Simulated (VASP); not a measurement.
Results of a VASP single-point calculation on SrO (strained rocksalt)

POSCAR

```
Sr O
 1.0000000000000000
     0.0000000000000000    2.5024955561000000    2.6241984298999999
     2.5024955561000000    0.0000000000000000    2.6241984298999999
     2.5024955561000000    2.5024955561000000    0.0000000000000000
 Sr  O
   1   1
Cartesian
  0.0000000000000000  0.0000000000000000  0.0000000000000000
  2.5024955561000004  2.5024955561000004  2.6241984298999999
```

```
gap between bands v and c : 3.61 eV
least direct gap          : 3.65 eV
```

Band v is the last that the valence electrons fill when counted band by band, and c is the next. Levels in eV from the top of v:

```json
{"point": "Γ", "v−1": "0.00", "v": "0.00", "c": "4.78", "c+1": "6.56"}
{"point": "X", "v−1": "-0.26", "v": "-0.03", "c": "3.61", "c+1": "8.69"}
{"point": "K", "v−1": "-0.69", "v": "-0.65", "c": "5.45", "c+1": "8.66"}
{"point": "L", "v−1": "-1.27", "v": "-1.27", "c": "7.19", "c+1": "9.28"}
{"point": "W", "v−1": "-0.65", "v": "-0.37", "c": "6.65", "c+1": "6.81"}
```

**Question.** Which of these levels of theory gave these results?
A. PBE
B. HSE06
C. r²SCAN
D. PBEsol
E. LDA
F. PBE0
G. PBE with spin–orbit coupling

**Answer.** C.

The INCAR was:

```
ALGO = Normal
NELM = 120
EDIFF = 1E-7
LREAL = .FALSE.
ISIF = 2
NBANDS = 15
ENCUT = 520
PREC = Accurate
LWAVE = .FALSE.
SIGMA = 0.01
IBRION = -1
NSW = 0
LELF = .TRUE.
METAGGA = R2SCAN
LCHARG = .TRUE.
LASPH = .TRUE.
ISMEAR = 0
```
